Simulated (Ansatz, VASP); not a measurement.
**One calculation of Br, two programs**

INCAR

```
PREC = Accurate
ENCUT = 520
EDIFF = 1E-7
ISMEAR = -1
SIGMA = 0.05
LREAL = False
LASPH = True
NELM = 80
ALGO = Normal
ISIF = 2
LWAVE = False
LCHARG = False
GGA = PS
NBANDS = 22
```

File KPOINTS:

```
Automatic mesh
0
Gamma
  7 7 3
```

Contents of POSCAR:

```
Br
1.0
    3.3632500000     -2.3225500000      0.0000000000
    3.3632500000      2.3225500000      0.0000000000
    0.0000000000      0.0000000000      8.7023000000
Br
4
Direct
    0.3651000000      0.6349000000      0.3901000000
    0.1349000000      0.8651000000      0.8901000000
    0.6349000000      0.3651000000      0.6099000000
    0.8651000000      0.1349000000      0.1099000000
```

input.yaml

```yaml
crystal:
  lattice:
    - [3.36325, -2.32255, 0.0]
    - [3.36325, 2.32255, 0.0]
    - [0.0, 0.0, 8.7023]
  atoms:
    - { symbol: Br, position: [0.3651, 0.6349, 0.3901] }
    - { symbol: Br, position: [0.1349, 0.8651, 0.8901] }
    - { symbol: Br, position: [0.6349, 0.3651, 0.6099] }
    - { symbol: Br, position: [0.8651, 0.1349, 0.1099] }
hamiltonian:
  xc: pbesol
  pseudopotentials: { kind: paw }
kpoints:
  mp_grid: { grid: [7, 7, 3] }
scf:
  occupations: { method: fermi_dirac, width: 0.05 }
output:
  forces: true
  stress: true
  eigenvalues: true
```

Alike in both runs: task single point; functional PBEsol; k mesh 7 × 7 × 3; occupations fermi-dirac, width 0.05 eV; no spin polarisation.

|  | VASP | Ansatz |
| --- | --- | --- |
| version | VASP 6.6.1 | Ansatz 0.2.0 |
| potentials or method | VASP PAW PBE potentials, release 64 (Br) | Ansatz PAW |
| plane-wave cutoff (eV) | 520 | 420 |
| valence electrons in the cell | 28 | 28 |

```tsv
	VASP	Ansatz	Ansatz less VASP
gap on the k mesh at the Fermi level (eV)	1.84	1.84	-0.001
least direct gap on the mesh (eV)	1.86	1.86	-0.001
pressure (GPa)	0.2	0.1	-0.05
largest component of the traceless stress (GPa)	0.74	0.68	-0.054
rms of the force components (eV/Å)	0.432	0.417	-0.0156
```

Atom by atom the forces differ by 0.016 eV/Å (rms over components).

Caveats: the PAW data sets were made with another functional, which shifts forces and pressure a little (VASP); an odd mesh through Γ misses points on the zone boundary, where band edges often lie (VASP); odd divisions of the mesh miss points on the zone boundary, where band edges often lie, so the gap on the mesh can be too wide (Ansatz); the PAW data sets come from PBE, with cores solved anew for the run's functional, which leaves a small shift of forces and pressure (Ansatz). A hybrid or GW would open this gap; PBEsol tends to underestimate it.
